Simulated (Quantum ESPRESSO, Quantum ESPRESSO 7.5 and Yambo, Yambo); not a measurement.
## Quasiparticle gap of P (puckered monolayer) in Yambo

How does a plane-wave GW calculation on P (puckered monolayer) run from the first input to the gap?

Calculated with Quantum ESPRESSO 7.5 and Yambo 5.3.0; PBE and many-body steps on it, plane waves.

**What was measured.**

- Gap 1.7 eV: optical gap from reflectance; reflectance microscopy; 77 K; monolayer (“High Yield Growth and Doping of Black Phosphorus with Tunable Electronic Properties”, 2020, arxiv:2007.09381).

- Gap 1.75 ± 0.04 eV: optical gap, 1L, PL exciton peak; photoluminescence; 263 K; monolayer (mechanically exfoliated monolayer on 275 nm SiO2/Si, nitrogen flow) on SiO2/Si (“Optical Tuning of Exciton and Trion Emissions in Monolayer Phosphorene”, 2015, arxiv:1504.06386).

- Gap 1 eV: monolayer transport gap from transistor characteristics; field-effect transistor transfer characteristics; monolayer (quoted in “Exceptional and Anisotropic Transport Properties of Photocarriers in Black Phosphorus”, 2015, arxiv:1503.08525).

- Gap 2.2 eV: quasiparticle gap; monolayer (quoted in “Experimental evidence of monolayer arsenene: An exotic two-dimensional semiconducting material”, 2018, arxiv:1812.05978).

- Gap 1.67 eV: optical gap of monolayer from PL emission peak; photoluminescence; 300 K; monolayer (exfoliated monolayer) (“Infrared fingerprints of few-layer black phosphorus”, 2016, arxiv:1607.08049).

This is a selection; 2 further reports are not listed.

This is a report of a sequence of runs, with most program output left out.

### Step 1. The starting structure

The cell holds 4 atoms: 4 P. Cell: a = 4.627 Å, b = 3.304 Å, c = 14.000 Å, α = 90.0°, β = 90.0°, γ = 90.0°. Vacuum lies along c.

The structure was relaxed with PBE. The runs that relaxed it are not among those shown.

### Step 2. Ground state

This step: Quantum ESPRESSO 7.5; DFT, PBE, plane waves, norm-conserving pseudopotentials.

The ground-state density comes first.

pw.in

```
&control
  calculation = 'scf'
  prefix = 'x'
  outdir = 'o'
  pseudo_dir = 'pseudo'
/
&system
  ibrav = 0
  nat = 4
  ntyp = 1
  ecutwfc = 36.0
  nbnd = 16
  force_symmorphic = .true.
/
&electrons
  conv_thr = 1e-10
  electron_maxstep = 80
  mixing_beta = 0.5
/
ATOMIC_SPECIES
  P 30.974 P.upf
CELL_PARAMETERS angstrom
  4.6271599390 0.0000000000 0.0000000000
  0.0000000000 3.3043513630 0.0000000000
  0.0000000000 0.0000000000 14.0000000000
ATOMIC_POSITIONS crystal
  P 0.0887696182 0.0000000000 0.5752654040
  P 0.4112303818 0.5000000000 0.5752654040
  P 0.5887696182 0.5000000000 0.4247346300
  P 0.9112303818 0.0000000000 0.4247346300
K_POINTS automatic
  8 10 1 0 0 0
```

Command:

```console
$ OMP_NUM_THREADS=1 mpirun -n 8 pw.x -nk 8 -in pw.in > pw.out
```

Wall time 5.8 s (8 MPI ranks of Intel Xeon 6975P-C (Granite Rapids), shared host); peak memory 0.6 GiB.

Numbers from this step:

| Quantity | Value |
| --- | --- |
| total energy | -753.6752 eV |
| gap | 0.9076 eV |
| k of the valence top | 0, 0, 0 |
| k of the conduction bottom | 0, 0, 0 |
| least direct gap | 0.9076 eV |

The gap is direct, at Γ.

### Step 3. Bands along the symmetry lines

The cheap functional maps the bands first; the places of the edges decide which points the dearer methods must see.

pw.in

```
&control
  calculation = 'bands'
  prefix = 'x'
  outdir = 'o'
  pseudo_dir = 'pseudo'
/
&system
  ibrav = 0
  nat = 4
  ntyp = 1
  ecutwfc = 36.0
  nbnd = 16
  force_symmorphic = .true.
/
&electrons
  conv_thr = 1e-9
  electron_maxstep = 80
  diago_full_acc = .true.
  diago_thr_init = 5e-6
/
ATOMIC_SPECIES
  P 30.974 P.upf
CELL_PARAMETERS angstrom
  4.6271599390 0.0000000000 0.0000000000
  0.0000000000 3.3043513630 0.0000000000
  0.0000000000 0.0000000000 14.0000000000
ATOMIC_POSITIONS crystal
  P 0.0887696182 0.0000000000 0.5752654040
  P 0.4112303818 0.5000000000 0.5752654040
  P 0.5887696182 0.5000000000 0.4247346300
  P 0.9112303818 0.0000000000 0.4247346300
K_POINTS crystal
  33
  0.00000000 0.00000000 0.00000000 1
  0.06250000 0.00000000 0.00000000 1
  0.12500000 0.00000000 0.00000000 1
  0.18750000 0.00000000 0.00000000 1
  0.25000000 0.00000000 0.00000000 1
  0.31250000 0.00000000 0.00000000 1
  0.37500000 0.00000000 0.00000000 1
  0.43750000 0.00000000 0.00000000 1
  0.50000000 0.00000000 0.00000000 1
  0.50000000 0.06250000 0.00000000 1
  0.50000000 0.12500000 0.00000000 1
  0.50000000 0.18750000 0.00000000 1
  0.50000000 0.25000000 0.00000000 1
  0.50000000 0.31250000 0.00000000 1
  0.50000000 0.37500000 0.00000000 1
  0.50000000 0.43750000 0.00000000 1
  0.50000000 0.50000000 0.00000000 1
  0.43750000 0.50000000 0.00000000 1
  0.37500000 0.50000000 0.00000000 1
  0.31250000 0.50000000 0.00000000 1
  0.25000000 0.50000000 0.00000000 1
  0.18750000 0.50000000 0.00000000 1
  0.12500000 0.50000000 0.00000000 1
  0.06250000 0.50000000 0.00000000 1
  0.00000000 0.50000000 0.00000000 1
  0.00000000 0.43750000 0.00000000 1
  0.00000000 0.37500000 0.00000000 1
  0.00000000 0.31250000 0.00000000 1
  0.00000000 0.25000000 0.00000000 1
  0.00000000 0.18750000 0.00000000 1
  0.00000000 0.12500000 0.00000000 1
  0.00000000 0.06250000 0.00000000 1
  0.00000000 0.00000000 0.00000000 1
```

Wall time 2.9 s (8 MPI ranks); peak memory 0.5 GiB; 21 s of CPU time.

Numbers from this step:

```
gap                        : 0.9076 eV
k of the valence top       : 0, 0, 0
k of the conduction bottom : 0, 0, 0
least direct gap           : 0.9076 eV
```

The gap is 0.908 eV, as in the run before at this level.

Electronic bands along the path, in eV, zero at the top of the highest filled band:

```tsv
point	band 7	band 8	band 9	band 10	band 11	band 12	band 13	band 14
Γ	-3.30	-1.73	-1.64	0.00	0.91	1.64	2.65	3.29
halfway	-3.08	-1.94	-1.37	-0.72	1.85	2.10	2.16	3.21
X	-2.51	-2.51	-1.26	-1.26	2.08	2.08	3.63	3.63
halfway	-2.74	-2.74	-1.46	-1.46	2.71	2.71	3.64	3.64
S	-4.55	-4.55	-1.10	-1.10	2.39	2.39	3.80	3.80
halfway	-3.64	-3.64	-1.29	-1.29	1.66	1.66	3.08	3.08
Y	-2.69	-2.69	-1.93	-1.93	1.23	1.23	2.17	2.17
halfway	-3.84	-3.09	-1.59	-0.41	1.28	1.56	3.36	3.50
Γ	-3.30	-1.73	-1.64	0.00	0.91	1.64	2.65	3.29
```

### Step 4. Empty states on the mesh, 4×6×1 mesh, 70 bands

The sums over transitions need many empty states on a uniform mesh; this step solves for them.

pw.in

```
&control
  calculation = 'nscf'
  prefix = 'x'
  outdir = 'o'
  pseudo_dir = 'pseudo'
/
&system
  ibrav = 0
  nat = 4
  ntyp = 1
  ecutwfc = 36.0
  nbnd = 70
  force_symmorphic = .true.
/
&electrons
  conv_thr = 1e-9
  electron_maxstep = 80
  diago_full_acc = .true.
  diago_thr_init = 5e-6
/
ATOMIC_SPECIES
  P 30.974 P.upf
CELL_PARAMETERS angstrom
  4.6271599390 0.0000000000 0.0000000000
  0.0000000000 3.3043513630 0.0000000000
  0.0000000000 0.0000000000 14.0000000000
ATOMIC_POSITIONS crystal
  P 0.0887696182 0.0000000000 0.5752654040
  P 0.4112303818 0.5000000000 0.5752654040
  P 0.5887696182 0.5000000000 0.4247346300
  P 0.9112303818 0.0000000000 0.4247346300
K_POINTS automatic
  4 6 1 0 0 0
```

Command:

```console
$ OMP_NUM_THREADS=1 mpirun -n 8 pw.x -nk 4 -in pw.in > pw.out
```

The job ended after 4.5 s (8 MPI ranks; peak memory 0.55 GiB).

Numbers from this step:

| Quantity | Value |
| --- | --- |
| gap | 0.9076 eV |
| k of the valence top | 0, 0, 0 |
| k of the conduction bottom | 0, 0, 0 |
| least direct gap | 0.9076 eV |
| k points computed | 12 |
| lowest point of the top converged band, above the valence top | 22.67 eV |

On this mesh the gap is 0.908 eV.

### Step 5. Conversion and set-up

This step: Yambo 5.3.0; conversion and set-up on PBE, plane waves, norm-conserving pseudopotentials.

The states are converted to the many-body program's format and the q mesh is built.

Command:

```console
$ (cd o/x.save; p2y > p2y.log; mv SAVE ../..); yambo > setup.log
```

Elapsed: 2.6 s, on 1 MPI rank; peak memory 0.24 GiB.

### Step 6. Screening and self-energy, 4×6×1 mesh, 70 bands, screening to 88.4 eV

Now the one-shot GW correction: screening in the RPA, then the self-energy of the levels asked for.

This step: G0W0 on PBE, plane waves, norm-conserving pseudopotentials.

gw1.in

```
HF_and_locXC
gw0
dyson
ppa
em1d
rim_cut
rim_w
RandQpts= 3000000
RandGvec= 100 RL
CUTGeo= "slab z"
RandGvecW= 9 RL
EXXRLvcs= 36 Ry
VXCRLvcs= 144 Ry
Chimod= "HARTREE"
% BndsRnXp
 1 | 70 |
%
NGsBlkXp= 6.5 Ry
% LongDrXp
 1 | 1 | 0 |
%
% GbndRnge
 1 | 70 |
%
DysSolver= "n"
ExtendOut
PPAPntXp= 27.21138 eV
% QPkrange
 1 | 1 | 9 | 12 |
%
```

Command:

```console
$ OMP_NUM_THREADS=2 mpirun -n 4 yambo -F gw1.in -J gw1 -C gw1 > gw1.log
```

Run time: 29 s. Hardware: 4 MPI ranks; peak memory 2.2 GiB.

This step gave:

| Item | Value |
| --- | --- |
| G0W0 gap on the points computed | 1.954 eV |
| starting gap on the mesh | 0.9076 eV |
| k of the valence top | 0, 0, 0 |
| k of the conduction bottom | 0, 0, 0 |
| least direct G0W0 gap on the computed points | 1.954 eV |
| Z at the valence top | 0.7214 |
| Z at the conduction bottom | 0.7298 |

The gap on the mesh goes from 0.91 eV to 1.95 eV, a correction of +1.05 eV.

Limits: finite bands, cutoff and mesh. v1 is the top filled band, c1 the lowest empty one. Levels before and after the correction, in eV, zero at the valence-band top of each column:

```tsv
	conduction bottom	valence top
Kohn-Sham	0.91	0.00
G0W0	1.95	0.00
```

```tsv
	level	energy (eV)
Kohn-Sham	Γ v2	-1.638
Kohn-Sham	Γ v1	0.000
Kohn-Sham	Γ c1	0.908
Kohn-Sham	Γ c2	1.643
G0W0	Γ v2	-1.865
G0W0	Γ v1	0.000
G0W0	Γ c1	1.954
G0W0	Γ c2	2.920
```

### Step 7. Where the time went

Times are wall times on the hardware named with each run, good to a factor of about two.

```tsv
step	time	share	memory (GiB)
ground state	5.8 s	13 %	0.6
bands along the symmetry lines	2.9 s	6 %	0.5
empty states on the mesh	4.5 s	10 %	0.55
conversion and set-up	2.6 s	6 %	0.24
screening and self-energy	29 s	65 %	2.2
```

### Step 8. Results

```yaml
pbe_gap: 0.91 eV, direct
g0w0_gap_on_the_mesh: 1.95 eV
gw_settings: 4×6×1 mesh, 70 bands, screening to 88.4 eV, Godby-Needs plasmon pole
known_limits: not at the basis limit
```

In words: G0W0 moves the gap on the mesh from 0.91 eV to 1.95 eV (+1.05 eV), with Z of 0.72 and 0.73 at the edges. Only 1 of the mesh's irreducible points was corrected, so a valley elsewhere could overtake. The dearest step here is «screening and self-energy». Against experiment, by G0W0@PBE: the direct gap of 1.95 eV lies +0.25 eV from the measured 1.7 eV (exciton, 77 K, 2020); the direct gap of 1.95 eV lies +0.20 eV from the measured 1.75 ± 0.04 eV (exciton, 263 K, on SiO2/Si, 2015); the gap of 1.95 eV lies +0.95 eV from the measured 1 eV (transport, quoted 2015); the gap of 1.95 eV lies −0.25 eV from the measured 2.2 eV (electronic, quoted 2018); the direct gap of 1.95 eV lies +0.28 eV from the measured 1.67 eV (exciton, 300 K, 2016). An exciton line or allowed optical edge lies below the quasiparticle gap by the binding energy; a forbidden edge can push the onset above it. The computed sheet is free-standing; a substrate or cover screens it further and lowers both gap and binding, while the exciton line moves little. The calculation has static nuclei and no excitons; a measured gap holds zero-point and thermal motion, which mostly lowers it. Bands and cutoff are finite, so the gap is not at the basis limit. The miss can reach some tenths of an eV and take either sign; the mesh is an error of its own. In the G0W0 run levels were corrected at 1 k point alone, so a gap called «on the mesh» is the least over those, and an edge elsewhere would be missed.

[Paths, hosts, dates, memory and timing lines, banners, echoed tables and standing remarks are left out of the program output.]

[Logs are printed without paths, hosts, clocks, repeated set-up lines and the standing remarks that a program may print on its own settings, such as how far it seeks lower states.]

[Runs of the session that timed out or met a known fault of the program may be left out.]

[Hosts, paths, dates, database ids (printed as entryN), source tags and the programs' standing remarks are cut or masked in the printed files.]
